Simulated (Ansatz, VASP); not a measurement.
## Ta in VASP and in Ansatz

```
Ta
1.0
     2.74222    0.00000    0.00000
     0.00000    2.74222    0.00000
     0.00000    0.00000    2.74222
Ta
1
Direct
  0.00000 0.00000 0.00000
```

Alike in both runs: task single point; functional PBE; k mesh 11 × 11 × 11; occupations fermi-dirac, width 0.1 eV; non-collinear spin, spin-orbit coupling.

|  | VASP | Ansatz |
| --- | --- | --- |
| version | VASP 6.6.1 | Ansatz 0.2.0 |
| potentials or method | VASP PAW PBE potentials, release 64 (Ta_pv) | plane waves (420 eV) with PAW, fully relativistic with spin-orbit coupling |
| plane-wave cutoff (eV) | 520 | 420 |
| valence electrons in the cell | 11 | 13 |

|  | VASP | Ansatz | Ansatz less VASP |
| --- | --- | --- | --- |
| net moment per atom (μB) | 0.00 | 0.00 | 0.000 |

The functional is the same, so the differences come from potentials, cutoffs and numerics. The two sets of potentials don't hold the same shells in valence.
